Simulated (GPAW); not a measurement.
# Co2 Re4 Co2 0001: parallel and opposed starts

Wanted: the moments of Co2 Re4 Co2 0001 and the energy of each order that was tried.

Calculated with GPAW 26.7.0; PBE; plane waves with GPAW's PAW setups, scalar-relativistic.

## (1) The structure

The cell holds 8 atoms: 4 Co and 4 Re. Its edges and angles: a = 2.761 Å, b = 2.761 Å, c = 25.951 Å, α = 90.0°, β = 90.0°, γ = 120.0°. ideal sites on the substrate's mesh, layer spacings from atomic volumes, unrelaxed, 12 A of vacuum. Vacuum lies along c.

## (2) Order 1, typed as ferro ++++

Parallel moments need no larger cell; this start tests for a ferromagnetic state only.

The input, order1.py:

```python
import json
import numpy as np
from ase import Atoms
from ase.parallel import paropen, parprint
from gpaw import GPAW

atoms = Atoms(['Co', 'Co', 'Re', 'Re', 'Re', 'Re', 'Co', 'Co'],
    cell=[[2.761, 0.0, 0.0],
         [-1.3805, 2.391096, 0.0],
         [0.0, 0.0, 25.950706]],
    scaled_positions=[[0.0, 0.0, 0.231208],
         [0.333333, 0.666667, 0.295998],
         [0.0, 0.0, 0.371295],
         [0.333333, 0.666667, 0.457098],
         [0.0, 0.0, 0.542902],
         [0.333333, 0.666667, 0.628705],
         [0.0, 0.0, 0.704002],
         [0.333333, 0.666667, 0.768792]],
    pbc=True,
    magmoms=[1.8, 1.8, 0.0, 0.0, 0.0, 0.0, 1.8, 1.8])
atoms.calc = GPAW(mode={'name': 'pw', 'ecut': 450},
    xc='PBE',
    kpts={'size': (20, 20, 1), 'gamma': True},
    occupations={'name': 'fermi-dirac', 'width': 0.05},
    convergence={'density': 1e-05, 'energy': 1e-05},
    maxiter=200,
    mixer={'name': 'pulay', 'beta': 0.03, 'nmaxold': 8, 'weight': 100},
    symmetry={'tolerance': 1e-4},
    txt='order1.txt')
e = atoms.get_potential_energy(force_consistent=True)
res = {'free_energy': e, 'energy_sigma0': atoms.get_potential_energy(), 'fermi_energy': atoms.calc.get_fermi_level()}
res['moments'] = atoms.get_magnetic_moments().tolist()
res['total'] = atoms.get_magnetic_moment()
parprint('site moments (muB):', np.round(res['moments'], 3))
parprint(f"total moment: {res['total']:.3f} muB")
parprint(f'free energy: {e:.6f} eV')
atoms.calc.write('order1.gpw')
with paropen('results.json', 'w') as f:
    json.dump(res, f)
```

Command:

```console
> OMP_NUM_THREADS=1 mpirun -n 4 gpaw python order1.py > order1.log
```

Numbers of over 12 decimals in the logs are rounded to 6 here.

Output:

```text
site moments (muB): [ 1.868  1.329 -0.055 -0.    -0.    -0.055  1.329  1.868]
total moment: 6.193 muB
free energy: -76.062438 eV

--- order1.txt ---
Input parameters:
  mode=PW(ecut=450),
  convergence={'density': 1e-05, 'energy': 1e-05},
  kpts=MonkhorstPack(size=(20, 20, 1), gamma=True),
  maxiter=200,
  mixer=Pulay(name='pulay', nmaxold=8, beta=0.03, weight=100, sigma=0.015, g_ss=None),
  occupations=Occupations(name='fermi-dirac', width=0.05),
  symmetry=Symmetry(tolerance=0.0001),
  xc=XC(name='PBE')

Diagonalizing LCAO Hamiltonian
Converting LCAO to pw mode

        Co

       Co

        Re

       Re
        Re

       Re

        Co

       Co

Atoms  # Å, Bohr magnetons
|   | symbol |         x |        y |         z |    initial magnetic moments |
|---|--------|-----------|----------|-----------|-----------------------------|
| 0 |     Co |  0.000000 | 0.000000 |  6.000011 | ( 0.0000,  0.0000,  1.8000) |
| 1 |     Co | -0.000001 | 1.594065 |  7.681357 | ( 0.0000,  0.0000,  1.8000) |
| 2 |     Re |  0.000000 | 0.000000 |  9.635367 | ( 0.0000,  0.0000,  0.0000) |
| 3 |     Re | -0.000001 | 1.594065 | 11.862016 | ( 0.0000,  0.0000,  0.0000) |
| 4 |     Re |  0.000000 | 0.000000 | 14.088690 | ( 0.0000,  0.0000,  0.0000) |
| 5 |     Re | -0.000001 | 1.594065 | 16.315339 | ( 0.0000,  0.0000,  0.0000) |
| 6 |     Co |  0.000000 | 0.000000 | 18.269349 | ( 0.0000,  0.0000,  1.8000) |
| 7 |     Co | -0.000001 | 1.594065 | 19.950695 | ( 0.0000,  0.0000,  1.8000) |

Unit cell  # Å
| periodic |         x |        y |         z |   lengths |     angles |
|----------|-----------|----------|-----------|-----------|------------|
|      yes |  2.761000 | 0.000000 |  0.000000 |  2.761000 |  90.000000 |
|      yes | -1.380500 | 2.391096 |  0.000000 |  2.761000 |  90.000000 |
|      yes |  0.000000 | 0.000000 | 25.950706 | 25.950706 | 120.000001 |

Number of symmetries: 6

BZ-sampling:
  Number of BZ points: 400
  Number of IBZ points: 44

  Monkhorst-Pack size: [20, 20, 1]
  Monkhorst-Pack shift: [0.025, 0.025, 0.0]

K-points  # in reciprocal-cell coordinates
|     |                                coordinates |     weight |
|-----|--------------------------------------------|------------|
|   0 | ( -0.00000000,  -0.00000000,   0.00000000) | 0.00250000 |
|   1 | (  0.05000000,  -0.00000000,   0.00000000) | 0.01500000 |
|   2 | (  0.10000000,  -0.05000000,   0.00000000) | 0.01500000 |
|   3 | (  0.10000000,  -0.00000000,   0.00000000) | 0.01500000 |
|   4 | (  0.15000000,  -0.05000000,   0.00000000) | 0.03000000 |
|   5 | (  0.15000000,  -0.00000000,   0.00000000) | 0.01500000 |
|   6 | (  0.20000000,  -0.10000000,   0.00000000) | 0.01500000 |
|   7 | (  0.20000000,  -0.05000000,   0.00000000) | 0.03000000 |
|   8 | (  0.20000000,  -0.00000000,   0.00000000) | 0.01500000 |
|   9 | (  0.25000000,  -0.10000000,   0.00000000) | 0.03000000 |
| ... |                                            |            |
|  43 | (  0.50000000,   0.50000000,   0.00000000) | 0.00750000 |

Plane wave coefficients: 3736
Cutoff: 450.000000 eV

Spin-components: 2 (collinear spins)
Bands:           62
Projectors:      48
Spin-degeneracy: 1
Datatype:        complex128

Parallelization:
  kpt:    4
  domain: 1
  band:   1

Density:
  Valence electrons: 88.0
  Components: 2
  Grid points: [ 14  14 128]
  Charge: 0.0  # |e|

Potential:
  Grid points: [ 14  14 128]

species:
  Co:
    name:    Cobalt
    Z:       27.0
    valence: 9
    core:    18
    charge:  0.0  # [|e|]
    compensation charges:
      type: gauss
      rc: 0.32  # [Å]
      lmax: 2
    cutoffs:
      filter: 1.87  # [Å]
      core: 2.55  # [Å]
    projectors
    | kind |    occ | energy [eV] | rcut [Å] |
    |------|--------|-------------|----------|
    |   4s |  2.000 |      -5.469 |    1.005 |
    |   4p |  0.000 |      -1.277 |    1.058 |
    |   3d |  7.000 |      -8.205 |    1.005 |
    |    s |        |      21.742 |    1.005 |
    |    p |        |      25.934 |    1.058 |
    |    d |        |      19.007 |    1.005 |

    Using partial waves for Co as LCAO basis

  Re:
    name:    Rhenium
    Z:       75.0
    valence: 13
    core:    62
    charge:  0.0  # [|e|]
    compensation charges:
      type: gauss
      rc: 0.42  # [Å]
      lmax: 2
    cutoffs:
      filter: 2.40  # [Å]
      core: 2.76  # [Å]
    projectors
    | kind |    occ | energy [eV] | rcut [Å] |
    |------|--------|-------------|----------|
    |   6s |  2.000 |      -5.924 |    1.376 |
    |   5p |  6.000 |     -47.045 |    1.376 |
    |   6p |  0.000 |      -1.325 |    1.376 |
    |   5d |  5.000 |      -5.383 |    1.307 |
    |    s |        |      21.287 |    1.376 |
    |    d |        |      21.828 |    1.307 |

    Using partial waves for Re as LCAO basis

Reference energy: -1966361.061686  # eV

eigensolver:
  PPCG
  Converge bands: occupied
  niter=2

density mixing:
  Pulay-Mixer
  Linear mixing parameters: 0.03
  Old densities: 8
  Fourier metric: weight=100, sigma=0.015

occupation numbers:
  Fermi-Dirac:
    width: 0.0500  # eV

poisson solver:
  ecut: 3600.000000  # eV

xc functional:
  name: PBE with 2 nearest neighbor stencil

convergence criteria:
- Maximum integral of absolute [dens]ity change: 1e-05 electrons / valence electron
- Maximum [total energy] change in last 3 cyles: 1e-05 eV / valence electron
- Maximum integral of absolute [eigenst]ate change: 4e-08 eV^2 / valence electron
maximum number of iterations: 200

SCF iterations
|iter     |      energy | eigst |  dens |  magmom |
|---------|-------------|-------|-------|---------|
|iter:   1|       0s |  -81.027462 | +0.34 |       |  +7.2087|
|iter:   2|       7s |  -96.796372 | -0.43 | -0.77 |  +7.0846|
|iter:   3|      13s |  -77.428533 | -0.94 | -0.65 |  +7.0815|
|iter:   4|      20s |  -77.172665 | -2.28 | -1.12 |  +7.0592|
|iter:   5|      27s |  -77.150758 | -2.59 | -1.13 |  +7.0202|
|iter:   6|      33s |  -76.401207 | -1.86 | -1.10 |  +6.9120|
|iter:   7|      40s |  -76.330866 | -1.77 | -1.23 |  +6.7576|
|iter:   8|      46s |  -76.027960 | -2.24 | -1.29 |  +6.6854|
|iter:   9|      53s |  -76.048407 | -3.26 | -1.38 |  +6.6858|
|iter:  10|      59s |  -75.967480 | -1.93 | -1.38 |  +6.6309|
[... 36 iterations left out ...]
|iter:  47|     286s |  -76.023306c| -7.93c| -4.43 |  +6.1934|
|iter:  48|     289s |  -76.023306c| -8.12c| -4.48 |  +6.1934|
|iter:  49|     292s |  -76.023306c| -8.30c| -4.52 |  +6.1933|
|iter:  50|     296s |  -76.023306c| -8.09c| -4.54 |  +6.1932|
|iter:  51|     299s |  -76.023306c| -8.23c| -4.65 |  +6.1931|
|iter:  52|     302s |  -76.023306c| -8.50c| -4.75 |  +6.1930|
|iter:  53|     305s |  -76.023306c| -8.69c| -4.80 |  +6.1930|
|iter:  54|     308s |  -76.023307c| -8.47c| -4.82 |  +6.1929|
|iter:  55|     311s |  -76.023307c| -8.24c| -4.91 |  +6.1928|
|iter:  56|     315s |  -76.023307c| -8.57c| -5.10c|  +6.1927|

Converged in 56 steps
Energy contributions relative to reference atoms: (reference = -1966361.061686)

Energy contributions:
  Kinetic:          52.963267
  Coulomb:         -53.055023
  Zero:              1.164004
  External:          0.000000
  Xc:              -77.056426
  Entropy:          -0.078261
  Spinorbit:         0.000000
  ----------------------------
  Free energy:     -76.062438
  Extrapolated:    -76.023307

dipole moment: (-28.371547, -22.772054, -0.000043)  # |e|*Ang

Total magnetic moment: (0.000000, 0.000000, 6.192748)

Local magnetic moments
|        x |        y |         z |
|----------|----------|-----------|
| 0.000000 | 0.000000 |  1.867668 |  # Co   0
| 0.000000 | 0.000000 |  1.329255 |  # Co   1
| 0.000000 | 0.000000 | -0.054639 |  # Re   2
| 0.000000 | 0.000000 | -0.000057 |  # Re   3
| 0.000000 | 0.000000 | -0.000057 |  # Re   4
| 0.000000 | 0.000000 | -0.054639 |  # Re   5
| 0.000000 | 0.000000 |  1.329256 |  # Co   6
| 0.000000 | 0.000000 |  1.867667 |  # Co   7

Fermi level: 5.961
Eigenvalues  # (at kpt = [-0.000, -0.000, 0.000])
| band index |      eig [eV] | occ [0-1] |      eig [eV] | occ [0-1] |
|------------|---------------|-----------|---------------|-----------|
|          0 |       -36.334 |     1.000 |       -36.349 |     1.000 |
|        ... |               |           |               |           |
|         40 |         4.463 |     1.000 |         5.617 |     0.999 |
|         41 |         4.463 |     1.000 |         5.852 |     0.899 |
|         42 |         4.556 |     1.000 |         5.864 |     0.874 |
|         43 |         4.556 |     1.000 |         5.874 |     0.850 |
|         44 |         4.870 |     1.000 |         5.874 |     0.850 |
|         45 |         4.870 |     1.000 |         5.975 |     0.429 |
|         46 |         5.357 |     1.000 |         5.975 |     0.429 |
|         47 |         5.385 |     1.000 |         6.647 |     0.000 |
|         48 |         5.385 |     1.000 |         6.647 |     0.000 |
|         49 |         5.405 |     1.000 |         6.776 |     0.000 |
|         50 |         5.405 |     1.000 |         6.776 |     0.000 |
|         51 |         6.825 |     0.000 |         7.084 |     0.000 |
|         52 |         6.825 |     0.000 |         7.084 |     0.000 |
|         53 |         7.149 |     0.000 |         7.317 |     0.000 |
|         54 |         7.408 |     0.000 |         7.551 |     0.000 |
|         55 |         7.879 |     0.000 |         7.979 |     0.000 |
|        ... |               |           |               |           |
|         61 |        10.159 |     0.000 |        10.176 |     0.000 |

No gap
No difference between direct/indirect transitions
```

The job ended after 5.5 min (4 MPI ranks of Arm Neoverse V2, shared host; peak memory 1.2 GiB).

Spin moment in the augmentation sphere by atom:

| atom | spin moment in the augmentation sphere (μB) |
| --- | --- |
| Co1 | 1.87 |
| Co2 | 1.33 |
| Re3 | -0.05 |
| Re4 | 0.00 |
| Re5 | 0.00 |
| Re6 | -0.05 |
| Co7 | 1.33 |
| Co8 | 1.87 |

Read from the output:

```
magnetization : 6.193 μB
final state   : ferromagnetic
```

After 56 cycles the largest moment stands at 1.87 μB.

## (3) Order 2, typed as antiferro ++--

An opposed order shows whether the pairs that it reverses prefer unlike signs.

order2.py is the script of step 2 with these lines changed:

```diff
@@ -19,3 +19,3 @@
     pbc=True,
-    magmoms=[1.8, 1.8, 0.0, 0.0, 0.0, 0.0, 1.8, 1.8])
+    magmoms=[1.8, 1.8, 0.0, 0.0, 0.0, 0.0, -1.8, -1.8])
 atoms.calc = GPAW(mode={'name': 'pw', 'ecut': 450},
@@ -28,3 +28,3 @@
     symmetry={'tolerance': 1e-4},
-    txt='order1.txt')
+    txt='order2.txt')
 e = atoms.get_potential_energy(force_consistent=True)
@@ -36,3 +36,3 @@
 parprint(f'free energy: {e:.6f} eV')
-atoms.calc.write('order1.gpw')
+atoms.calc.write('order2.gpw')
 with paropen('results.json', 'w') as f:
```

Command:

```console
> OMP_NUM_THREADS=1 mpirun -n 4 gpaw python order2.py > order2.log
```

Output:

```text
site moments (muB): [ 1.873  1.329 -0.083  0.03  -0.03   0.083 -1.329 -1.873]
total moment: -0.000 muB
free energy: -76.068084 eV

--- order2.txt ---
Input parameters:
  mode=PW(ecut=450),
  convergence={'density': 1e-05, 'energy': 1e-05},
  kpts=MonkhorstPack(size=(20, 20, 1), gamma=True),
  maxiter=200,
  mixer=Pulay(name='pulay', nmaxold=8, beta=0.03, weight=100, sigma=0.015, g_ss=None),
  occupations=Occupations(name='fermi-dirac', width=0.05),
  symmetry=Symmetry(tolerance=0.0001),
  xc=XC(name='PBE')

Diagonalizing LCAO Hamiltonian
Converting LCAO to pw mode

        Co

       Co

        Re

       Re
        Re

       Re

        Co

       Co

Atoms  # Å, Bohr magnetons
|   | symbol |         x |        y |         z |    initial magnetic moments |
|---|--------|-----------|----------|-----------|-----------------------------|
| 0 |     Co |  0.000000 | 0.000000 |  6.000011 | ( 0.0000,  0.0000,  1.8000) |
| 1 |     Co | -0.000001 | 1.594065 |  7.681357 | ( 0.0000,  0.0000,  1.8000) |
| 2 |     Re |  0.000000 | 0.000000 |  9.635367 | ( 0.0000,  0.0000,  0.0000) |
| 3 |     Re | -0.000001 | 1.594065 | 11.862016 | ( 0.0000,  0.0000,  0.0000) |
| 4 |     Re |  0.000000 | 0.000000 | 14.088690 | ( 0.0000,  0.0000,  0.0000) |
| 5 |     Re | -0.000001 | 1.594065 | 16.315339 | ( 0.0000,  0.0000,  0.0000) |
| 6 |     Co |  0.000000 | 0.000000 | 18.269349 | ( 0.0000,  0.0000, -1.8000) |
| 7 |     Co | -0.000001 | 1.594065 | 19.950695 | ( 0.0000,  0.0000, -1.8000) |

Unit cell  # Å
| periodic |         x |        y |         z |   lengths |     angles |
|----------|-----------|----------|-----------|-----------|------------|
|      yes |  2.761000 | 0.000000 |  0.000000 |  2.761000 |  90.000000 |
|      yes | -1.380500 | 2.391096 |  0.000000 |  2.761000 |  90.000000 |
|      yes |  0.000000 | 0.000000 | 25.950706 | 25.950706 | 120.000001 |

Number of symmetries: 6

BZ-sampling:
  Number of BZ points: 400
  Number of IBZ points: 44

  Monkhorst-Pack size: [20, 20, 1]
  Monkhorst-Pack shift: [0.025, 0.025, 0.0]

Plane wave coefficients: 3736
Cutoff: 450.000000 eV

Spin-components: 2 (collinear spins)
Bands:           57
Projectors:      48
Spin-degeneracy: 1
Datatype:        complex128

Parallelization:
  kpt:    4
  domain: 1
  band:   1

Density:
  Valence electrons: 88.0
  Components: 2
  Grid points: [ 14  14 128]
  Charge: 0.0  # |e|

Potential:
  Grid points: [ 14  14 128]

[... setups left out ...]
Reference energy: -1966361.061686  # eV

eigensolver:
  PPCG
  Converge bands: occupied
  niter=2

density mixing:
  Pulay-Mixer
  Linear mixing parameters: 0.03
  Old densities: 8
  Fourier metric: weight=100, sigma=0.015

occupation numbers:
  Fermi-Dirac:
    width: 0.0500  # eV

poisson solver:
  ecut: 3600.000000  # eV

xc functional:
  name: PBE with 2 nearest neighbor stencil

convergence criteria:
- Maximum integral of absolute [dens]ity change: 1e-05 electrons / valence electron
- Maximum [total energy] change in last 3 cyles: 1e-05 eV / valence electron
- Maximum integral of absolute [eigenst]ate change: 4e-08 eV^2 / valence electron
maximum number of iterations: 200

SCF iterations
|iter     |      energy | eigst |  dens |  magmom |
|---------|-------------|-------|-------|---------|
|iter:   1|       0s |  -81.030283 | +0.34 |       |  +0.0000|
|iter:   2|       6s |  -96.439248 | +0.01 | -0.77 |  +0.0001|
|iter:   3|      12s |  -77.433936 | -0.55 | -0.65 |  +0.0002|
|iter:   4|      18s |  -77.195097 | -1.73 | -1.11 |  +0.0009|
|iter:   5|      24s |  -77.176633 | -2.13 | -1.13 |  -0.0038|
|iter:   6|      30s |  -76.404229 | -1.51 | -1.09 |  +0.0003|
|iter:   7|      36s |  -76.472862 | -1.34 | -1.24 |  +0.0003|
|iter:   8|      42s |  -76.104169 | -2.13 | -1.26 |  -0.0003|
|iter:   9|      49s |  -76.132011 | -3.32 | -1.36 |  -0.0004|
|iter:  10|      55s |  -75.907998 | -2.12 | -1.35 |  -0.0009|
[... 37 iterations left out ...]
|iter:  48|     272s |  -76.031999c| -7.82c| -4.46 |  -0.0000|
|iter:  49|     275s |  -76.031999c| -7.85c| -4.52 |  -0.0000|
|iter:  50|     278s |  -76.031999c| -8.08c| -4.59 |  -0.0000|
|iter:  51|     281s |  -76.031999c| -8.01c| -4.59 |  -0.0000|
|iter:  52|     284s |  -76.031999c| -8.03c| -4.67 |  -0.0000|
|iter:  53|     286s |  -76.032000c| -8.38c| -4.80 |  -0.0000|
|iter:  54|     289s |  -76.032000c| -8.57c| -4.81 |  -0.0000|
|iter:  55|     292s |  -76.032000c| -8.17c| -4.85 |  -0.0000|
|iter:  56|     295s |  -76.032001c| -8.42c| -4.96 |  -0.0000|
|iter:  57|     298s |  -76.032001c| -8.66c| -5.01c|  -0.0000|

Converged in 57 steps
Energy contributions relative to reference atoms: (reference = -1966361.061686)

Energy contributions:
  Kinetic:          53.054999
  Coulomb:         -53.227013
  Zero:              1.166977
  External:          0.000000
  Xc:              -76.990880
  Entropy:          -0.072167
  Spinorbit:         0.000000
  ----------------------------
  Free energy:     -76.068084
  Extrapolated:    -76.032001

dipole moment: (-28.377591, -22.771927, -0.000044)  # |e|*Ang

Total magnetic moment: (0.000000, 0.000000, -0.000007)

Local magnetic moments
|        x |        y |         z |
|----------|----------|-----------|
| 0.000000 | 0.000000 |  1.873316 |  # Co   0
| 0.000000 | 0.000000 |  1.328797 |  # Co   1
| 0.000000 | 0.000000 | -0.083103 |  # Re   2
| 0.000000 | 0.000000 |  0.030351 |  # Re   3
| 0.000000 | 0.000000 | -0.030351 |  # Re   4
| 0.000000 | 0.000000 |  0.083102 |  # Re   5
| 0.000000 | 0.000000 | -1.328808 |  # Co   6
| 0.000000 | 0.000000 | -1.873312 |  # Co   7

Fermi level: 5.964
Eigenvalues  # (at kpt = [-0.000, -0.000, 0.000])
| band index |      eig [eV] | occ [0-1] |      eig [eV] | occ [0-1] |
|------------|---------------|-----------|---------------|-----------|
|          0 |       -36.358 |     1.000 |       -36.358 |     1.000 |
|        ... |               |           |               |           |
|         41 |         5.046 |     1.000 |         5.046 |     1.000 |
|         42 |         5.046 |     1.000 |         5.046 |     1.000 |
|         43 |         5.391 |     1.000 |         5.391 |     1.000 |
|         44 |         5.391 |     1.000 |         5.391 |     1.000 |
|         45 |         5.515 |     1.000 |         5.515 |     1.000 |
|         46 |         5.852 |     0.904 |         5.852 |     0.904 |
|         47 |         5.928 |     0.673 |         5.928 |     0.673 |
|         48 |         5.928 |     0.673 |         5.928 |     0.673 |
|         49 |         6.677 |     0.000 |         6.677 |     0.000 |
|         50 |         6.678 |     0.000 |         6.678 |     0.000 |
|         51 |         6.975 |     0.000 |         6.975 |     0.000 |
|         52 |         6.975 |     0.000 |         6.975 |     0.000 |
|         53 |         7.214 |     0.000 |         7.214 |     0.000 |
|         54 |         7.501 |     0.000 |         7.501 |     0.000 |
|         55 |         7.923 |     0.000 |         7.923 |     0.000 |
|         56 |         7.923 |     0.000 |         7.923 |     0.000 |

No gap
No difference between direct/indirect transitions
```

Elapsed: 5.2 min, on 4 MPI ranks; peak memory 1.2 GiB; 21 min of CPU time.

Spin moment in the augmentation sphere by atom:

| atom | spin moment in the augmentation sphere (μB) |
| --- | --- |
| Co1 | 1.87 |
| Co2 | 1.33 |
| Re3 | -0.08 |
| Re4 | 0.03 |
| Re5 | -0.03 |
| Re6 | 0.08 |
| Co7 | -1.33 |
| Co8 | -1.87 |

Read from the output:

* magnetization: 0 μB
* final state: antiferromagnetic

It lies 1.41 meV a seeded atom under the first start, and its largest moment is 1.87 μB against 1.87 μB.

## (4) The states side by side

These are free energies at a smearing of 0.05 eV, so its entropy term is in the differences. They are divided by the number of seeded atoms, so that cells of unlike size compare.

Orders:

| start | final state | typed order kept | energy over the lowest (meV a seeded atom) | largest site moment (μB) | net moment (μB a primitive cell) | mesh matched | CPU time (s) |
| --- | --- | --- | --- | --- | --- | --- | --- |
| ferro ++++ | ferromagnetic | yes | 1.412 | 1.868 | 6.193 | yes | 1316 |
| antiferro ++-- | antiferromagnetic | yes | 0 | 1.873 | 0 | yes | 1241 |

## (5) Results

| Quantity | Value |
| --- | --- |
| lowest state found | antiferromagnetic (typed antiferro ++--) |
| largest site moment | 1.87 μB |
| next state | ferromagnetic, 1.41 meV a seeded atom higher |

What this shows: The lowest state found is antiferromagnetic, reached from the start antiferro ++--, with moments up to 1.87 μB. The two lowest states lie so close that the mesh, the functional or spin–orbit coupling could swap them. Only 2 starts are shown; other collinear patterns, canted and longer-period orders are not.

[Logs and program files are shortened in this print: banners, set-up blocks, solver, clock and traceback lines can be left out without a mark of their own.]

[Logs are printed without paths, hosts, clocks, repeated set-up lines and the standing remarks that a program may print on its own settings, such as how far it seeks lower states.]

[Hosts, paths, dates, database ids (printed as entryN), source tags and the programs' standing remarks are cut or masked in the printed files.]

[Where a cell is said to come from a database of computed structures, the database is the Materials Project.]
